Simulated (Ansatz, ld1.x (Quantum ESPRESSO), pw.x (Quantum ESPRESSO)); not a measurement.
# pw.x on bcc Si: one setting changed

Potential: norm-conserving RRKJ (Kleinman–Bylander form), ld1.x (Quantum ESPRESSO) 7.5, PBEsol; core [Ne], reference 3s2 3p2; waves: 3p (bound): rc 2.06 bohr; 3d channel at 0.15 Ry: rc 1.40 bohr; 3s (bound): rc 1.35 bohr; local part: the s channel; core correction: none.

The reference run (k-mesh 15³, cutoffs 100/400 Ry, Fermi–Dirac 0.01 Ry, mixing_beta 0.4, conv_thr 1e-9, no spin) gives -0.07 GPa at 14.254 Å³/atom, where all-electron LAPW gives 0.14 GPa. This run, with its own iteration cap, changes mixing_mode to local-TF.

```
&control
  calculation='scf', prefix='x', pseudo_dir='./', outdir='./tmp', tstress=.true., disk_io='none'
/
&system
  ibrav=0, nat=1, ntyp=1, ecutwfc=100, ecutrho=400, nbnd=9,
  occupations='smearing', smearing='fd', degauss=0.01
/
&electrons
  conv_thr=1e-09, mixing_beta=0.4, electron_maxstep=60, mixing_mode='local-TF'
/
ATOMIC_SPECIES
Si 1.0 Si.UPF
CELL_PARAMETERS angstrom
  -1.52742158 1.52742158 1.52742158
  1.52742158 -1.52742158 1.52742158
  1.52742158 1.52742158 -1.52742158
ATOMIC_POSITIONS crystal
Si 0.0000 0.0000 0.0000
K_POINTS automatic
15 15 15 0 0 0
```

```bash
pw.x < Si.scf.in > Si.scf.out
```

Q: How does the run end?

A: It converges in 7 iterations; the free energy moves by +0.0 meV/atom and the pressure by +0.00 GPa. The result is that of the reference run.

```
Message from routine setup:
     using ibrav=0 with symmetry is DISCOURAGED, use correct ibrav instead
     lattice parameter (alat)  =       4.9994  a.u.
     unit-cell volume          =      96.1908 (a.u.)^3
     number of electrons       =         4.00
     number of Kohn-Sham states=            9
     kinetic-energy cutoff     =     100.0000  Ry
     charge density cutoff     =     400.0000  Ry
     scf convergence threshold =      1.0E-09
     Exchange-correlation= PBESOL
     number of k points=   120  Fermi-Dirac smearing, width (Ry)=  0.0100
     iteration #  1     ecut=   100.00 Ry     beta= 0.40
     total energy              =      -7.86360417 Ry
     estimated scf accuracy    <       0.00368462 Ry
     iteration #  2     ecut=   100.00 Ry     beta= 0.40
     total energy              =      -7.86307940 Ry
     estimated scf accuracy    <       0.00182093 Ry
     iteration #  3     ecut=   100.00 Ry     beta= 0.40
     total energy              =      -7.86314957 Ry
     estimated scf accuracy    <       0.00000268 Ry
     iteration #  4     ecut=   100.00 Ry     beta= 0.40
     total energy              =      -7.86315123 Ry
     estimated scf accuracy    <       0.00000317 Ry
     iteration #  5     ecut=   100.00 Ry     beta= 0.40
     total energy              =      -7.86315140 Ry
     estimated scf accuracy    <       0.00000003 Ry
     iteration #  6     ecut=   100.00 Ry     beta= 0.40
     total energy              =      -7.86315140 Ry
     estimated scf accuracy    <       0.00000002 Ry
     iteration #  7     ecut=   100.00 Ry     beta= 0.40
     the Fermi energy is    10.7394 ev
!    total energy              =      -7.86315140 Ry
     estimated scf accuracy    <          9.8E-10 Ry
     smearing contrib. (-TS)   =      -0.00183621 Ry
     The total energy is F=E-TS. E is the sum of the following terms:
     one-electron contribution =       4.64655678 Ry
     hartree contribution      =       0.02618775 Ry
     xc contribution           =      -2.44752208 Ry
     ewald contribution        =     -10.08653764 Ry
     convergence has been achieved in   7 iterations
          total   stress  (Ry/bohr**3)                   (kbar)     P=       -0.74
     Message from routine punch:
     Nothing written, as per user request (disk_io='none')
```

The run took about 13 s on one core of a shared host (Neoverse-V1, 32 threads, 247 GiB, load 26).
